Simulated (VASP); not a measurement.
# PbSe: restarted molecular dynamics, 2 variants

PbSe, Fm-3m (no. 225), 8 atoms in the cell. PBE, molecular dynamics; PAW potentials Pb, Se (PBE set).

| Restart from | Temperature at the end (K) | The same without a restart (K) | Potential energy at the end (eV/atom) | The same without a restart (eV/atom) | Electronic steps in the first step after the restart | Time (s) |
|---|---|---|---|---|---|---|
| CONTCAR with velocities, WAVECAR read | 329.0 | 329.0 | -4.23769 | -4.23769 | 4 | 292 |
| CONTCAR with velocities, no WAVECAR | 329.0 | 329.0 | -4.23769 | -4.23769 | 14 | 302 |

Limits: 180 fs of 8 atoms are too short for converged averages.

## Input of the first row

INCAR.step1:
```
ALGO = Normal
EDIFF = 1E-6
ENCUT = 210
GGA = PE
IBRION = 0
ISIF = 2
ISMEAR = 0
ISYM = 0
KPAR = 2
LASPH = True
LCHARG = False
LREAL = Auto
LWAVE = True
MDALGO = 2
NELM = 60
NELMIN = 4
NSW = 30
POTIM = 3.0
PREC = Normal
RANDOM_SEED = 993804 0 0
SIGMA = 0.05
SMASS = 0
TEBEG = 1000
```

INCAR.step2, as INCAR.step1 but for:
```
- LWAVE = True
+ LWAVE = False
```

KPOINTS:
```
k-points
0
Monkhorst-Pack
  2 2 2
```

POSCAR.step1:
```
PbSe
1.0
    6.1213000000      0.0000000000      0.0000000000
    0.0000000000      6.1213000000      0.0000000000
    0.0000000000      0.0000000000      6.1213000000
Pb Se
4 4
Direct
    0.0000000000      0.0000000000      0.0000000000
    0.0000000000      0.5000000000      0.5000000000
    0.5000000000      0.0000000000      0.5000000000
    0.5000000000      0.5000000000      0.0000000000
    0.5000000000      0.0000000000      0.0000000000
    0.5000000000      0.5000000000      0.5000000000
    0.0000000000      0.0000000000      0.5000000000
    0.0000000000      0.5000000000      0.0000000000
```

Commands (each step's output is kept before the next begins):
```
cat potpaw_PBE.64/Pb/POTCAR potpaw_PBE.64/Se/POTCAR > POTCAR
cp INCAR.step1 INCAR
cp POSCAR.step1 POSCAR
mpirun -np 2 vasp_std > vasp.out
cp CONTCAR POSCAR
cp INCAR.step2 INCAR
mpirun -np 2 vasp_std > vasp.out
```

Changes of the last row against the first:
```
(step 1)
- LWAVE = True
+ LWAVE = False
```

VASP 6.6.1 took 292 s on 2 cores (Intel Xeon Platinum 8259CL @ 2.50GHz (Skylake/Cascade Lake)), a shared host.
